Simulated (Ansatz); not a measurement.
**Lattice vibrations of SiC at Γ at 15 GPa**

These are results of DFT PBE, scalar-relativistic, plane waves, PAW (Ansatz 0.2.0), not measurements. Plane waves to 420 eV; Γ-centred k mesh 12×12×12; fixed occupations. No spin polarisation. Phonons by linear response, acoustic sum rule imposed.

The cell, relaxed at 15 GPa:
```yaml
crystal:
  lattice:
    - [0.00000, 2.14476, 2.14476]
    - [2.14476, 0.00000, 2.14476]
    - [2.14476, 2.14476, 0.00000]
  atoms:
    - { symbol: Si, position: [0.00000, 0.00000, 0.00000] }
    - { symbol: C, position: [0.75000, 0.75000, 0.75000] }
```

Question: Give the high-frequency dielectric tensor ε∞.

Answer:
```
6.84 0.00 0.00
0.00 6.84 0.00
0.00 0.00 6.84
```

Question: Give the Born effective charges.

Answer:
| atom | Z*xx | Z*yy | Z*zz | mean |
| --- | --- | --- | --- | --- |
| Si (atom 1) | 2.75 | 2.75 | 2.75 | 2.75 |
| C (atom 2) | -2.75 | -2.75 | -2.75 | -2.75 |

Question: How large is the static dielectric tensor with the ions free to move, and what share of it is ionic?

Answer:
```
10.1  0.0  0.0
 0.0 10.1  0.0
 0.0  0.0 10.1
```
The ions give 32 % of its trace.

Cost: 1 run of about 0.39 core-minutes, on Intel Xeon Platinum 8488C (Sapphire Rapids) (shared hosts).